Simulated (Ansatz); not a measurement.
# Relaxation path: CdSe (wurtzite type)

DFT, PBE, PAW with Ansatz's default frozen-core files, scalar-relativistic (Ansatz 0.2.0); a Γ-centred 9×9×5 k mesh, Fermi–Dirac smearing of 0.08 eV, no spin polarisation. The run relaxes cell and atoms at a target pressure of 13 GPa.

Command: `ansatz run input.yaml --threads 1 --pin off --max-ram 3584MiB --backend cpu --events-out ev --progress --plain --runs-dir out` It took 60 s on 1 thread of Intel(R) Xeon(R) Platinum 8375C CPU @ 2.90GHz (Ice Lake) (shared host), peak memory 0.46 GiB.

PAW: frozen-core files, cutoff 420 eV; forces are relaxed below 0.005 eV/Å.

Each step lists its enthalpy F + pV a cell above the last geometry, the pressure, the cell vectors (Å), and Cartesian positions (Å) with forces (eV/Å).

The first step:

```
step 1  dH = 109.16 meV  P = 19.56 GPa
  cell 4.0386 0.0000 0.0000  -2.0193 3.4976 0.0000  0.0000 0.0000 6.5830
  Cd 0.0000 2.3317 0.0000   0.0000 0.0000 0.0268
  Cd 2.0193 1.1659 3.2915   0.0000 0.0000 0.0268
  Se 0.0000 2.3317 2.4752   0.0000 0.0000 -0.0268
  Se 2.0193 1.1659 5.7667   0.0000 0.0000 -0.0268
```

Task: Where does the relaxation end, and by which steps?

Result: After 5 geometries, with conventional a, b, c = 4.102, 4.102, 6.767 Å, at 24.647 Å³/atom (+6.02 % against the start) in space group P6_3mc, with a shortest distance of 2.519 Å. The further steps:
```
step 2  dH = 24.53 meV  P = 10.37 GPa
  cell 4.1503 0.0000 0.0000  -2.0751 3.5942 0.0000  0.0000 0.0000 6.7986
  Cd 0.0000 2.3961 0.0044   0.0000 0.0000 0.0171
  Cd 2.0751 1.1981 3.4037   0.0000 0.0000 0.0171
  Se 0.0000 2.3961 2.5519   0.0000 0.0000 -0.0171
  Se 2.0751 1.1981 5.9512   0.0000 0.0000 -0.0171
step 3  dH = 0.54 meV  P = 12.76 GPa
  cell 4.1139 0.0000 0.0000  -2.0570 3.5628 0.0000  0.0000 0.0000 6.7445
  Cd 0.0000 2.3752 0.0053   0.0000 0.0000 0.0192
  Cd 2.0570 1.1876 3.3776   0.0000 0.0000 0.0192
  Se 0.0000 2.3752 2.5306   0.0000 0.0000 -0.0192
  Se 2.0570 1.1876 5.9029   0.0000 0.0000 -0.0192
step 4  dH = 0.17 meV  P = 13.01 GPa
  cell 4.1080 0.0000 0.0000  -2.0540 3.5576 0.0000  0.0000 0.0000 6.7464
  Cd 0.0000 2.3717 0.0073   0.0000 0.0000 0.0146
  Cd 2.0540 1.1859 3.3805   0.0000 0.0000 0.0146
  Se 0.0000 2.3717 2.5293   0.0000 0.0000 -0.0146
  Se 2.0540 1.1859 5.9026   0.0000 0.0000 -0.0146
step 5  dH = 0.00 meV  P = 13.01 GPa
  cell 4.1015 0.0000 0.0000  -2.0508 3.5520 0.0000  0.0000 0.0000 6.7671
  Cd 0.0000 2.3680 0.0126   0.0000 0.0000 0.0002
  Cd 2.0508 1.1840 3.3961   0.0000 0.0000 0.0002
  Se 0.0000 2.3680 2.5318   0.0000 0.0000 -0.0002
  Se 2.0508 1.1840 5.9154   0.0000 0.0000 -0.0002
step 6  dH = -1.29 meV  P = 13.00 GPa  (same geometry on a basis chosen anew; earlier energies don't compare to the last digit)
  cell 4.1015 0.0000 0.0000  -2.0508 3.5520 0.0000  0.0000 0.0000 6.7671
  Cd 0.0000 2.3680 0.0126   0.0000 0.0000 0.0002
  Cd 2.0508 1.1840 3.3961   0.0000 0.0000 0.0002
  Se 0.0000 2.3680 2.5318   0.0000 0.0000 -0.0002
  Se 2.0508 1.1840 5.9154   0.0000 0.0000 -0.0002
```
